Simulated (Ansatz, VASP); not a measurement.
# Two plane-wave programs on Si

```
Si
1.0
     2.71700    2.71700    0.00000
    -2.71700    2.71700    0.00000
     0.00000    0.00000    5.43400
Si
4
Direct
  0.25000 0.50000 0.37500
  0.75000 0.00000 0.87500
  0.25000 0.00000 0.12500
  0.75000 0.50000 0.62500
```

Alike in both runs: task single point; functional PBEsol; k mesh 7 × 7 × 5; occupations fermi-dirac, width 0.02 eV; no spin polarisation.

```csv
,VASP,Ansatz
version,VASP 6.6.1,Ansatz 0.2.0
potentials or method,"VASP PAW PBE potentials, release 64 (Si)","PAW with Ansatz's default frozen-core files, scalar-relativistic"
plane-wave cutoff (eV),520,420
valence electrons in the cell,16,16
```

```csv
,VASP,Ansatz,Ansatz less VASP
pressure (GPa),0.1,0.0,-0.11
```

The functional is the same, so the differences come from potentials, cutoffs and numerics.

Caveats: the PAW data sets were made with another functional, which shifts forces and pressure a little (VASP); the real-space grid breaks the cell's symmetry a little (VASP).
